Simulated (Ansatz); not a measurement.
Runs of Ansatz 0.2.0 on Co. Symmetry: P6_3/mmc, No. 194, hexagonal system. The conventional cell has a = 2.471 Å, b = 2.471 Å, c = 8.088 Å, α = 90.00°, β = 90.00°, γ = 120.00°. Co (site symmetry -6m2) is surrounded by 12 Co at 2.47 Å. Co (site symmetry -3m) has 12 Co at 2.47 Å as nearest neighbours. 

```csv
task,level,potentials or basis,cell,k mesh,cutoff (eV),gap on the mesh (eV),pressure (GPa),moment (μB),V0 of scaled cells (Å³/atom),relaxed volume (Å³/atom),B0 (GPa)
relaxation of cell and atoms,rPW86-PBE,Ansatz PAW,relaxed,12 × 12 × 4,420,none,0.0,6.67,-,11.34,-
relaxation of cell and atoms,PBEsol+D3(BJ),Ansatz PAW,relaxed,12 × 12 × 4,420,-,0.0,6.31,-,10.14,-
equation of state,PBE,Ansatz PAW accurate,as given,12 × 12 × 4,1000,-,-,-,10.91,-,210
phonons,LDA,Ansatz PAW,as given,10 × 10 × 3,420,none,-,(c),-,-,-
relaxation of cell and atoms,r2SCAN,Ansatz PAW,relaxed,12 × 12 × 4,500,-,0.0,(a),-,10.67,-
equation of state,PBE,PseudoDojo standard,as given,12 × 12 × 4,1306,-,-,-,10.93,-,210
single point,PBE,Ansatz PAW,as given,12 × 12 × 4,300,none,(b),6.51,-,-,-
relaxation of cell and atoms,revPBE,Ansatz PAW,relaxed,12 × 12 × 4,420,-,0.0,6.76,-,11.14,-
```

Alike in all rows: spin collinear, ferromagnetic start; smearing fermi-dirac 0.05 eV.

Problem. Fill in the values left out.

Solution. (a) 7.07; (b) 10.6; (c) 6.58.

Caveats: the PAW data sets come from PBE, with cores solved anew for the run's functional, which leaves a small shift of forces and pressure (some runs); the plane-wave basis is chosen anew once the cell has moved, so the energies of steps on either side of that aren't comparable (some runs); the cell was scaled at fixed shape and fractional positions, which overstates the stiffness of a crystal with free parameters, most of all of layers and chains (some runs); the magnetic or orbital state may not be the lowest (some runs); the pressure holds a Pulay correction of +77.9 GPa for the finite cutoff (some runs); the cutoff lies under the one recommended for these potentials (some runs).

A gap of «none» marks a metal or a gap under the smearing width.
